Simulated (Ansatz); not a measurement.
SiGe (P6_3mc) from a database structure, relaxed with r2SCAN: space group P6_3mc (No. 186), hexagonal; a = 3.905 Å, c = 6.451 Å in the conventional setting, 21.30 Å³ an atom. Around Si lie 4 Ge at 2.40–2.41 Å; around Ge lie 4 Si at 2.40–2.41 Å. One-shot G0W0@r2SCAN in Ansatz 0.2.0 on a 6×6×2 mesh (contour deformation, no spin-orbit coupling), from an r2SCAN gap of 0.659 eV over the mesh points (the G0W0 gap is indirect on the mesh); the number N of bands summed and the screening cutoff rise together. The values are computed, spin-unpolarised, and not measurements.

```tsv
N	cutoff (eV)	1000/N	G0W0 gap (eV)
156	80	6.410	0.880
338	140	2.959	0.988
```

Lay a straight line in 1000/N through these rows.
The slope is -0.0313 eV per unit of 1000/N and the intercept 1.081 eV.

Predict the gap at N = 606 (210 eV).
1.081 + (-0.0313) × 1.650 = 1.029 eV; the run gives 1.027 eV, -0.002 eV from the line.

With that run's result added, what limit do the last two rows suggest?
Their slope is (1.027 − 0.988)/(1.650 − 2.959) = -0.0298, which meets 1/N = 0 at 1.08 eV, against 1.081 eV from the first line. The two lines nearly agree; the k mesh isn't extrapolated.

The runs are scalar-relativistic, without spin-orbit coupling.
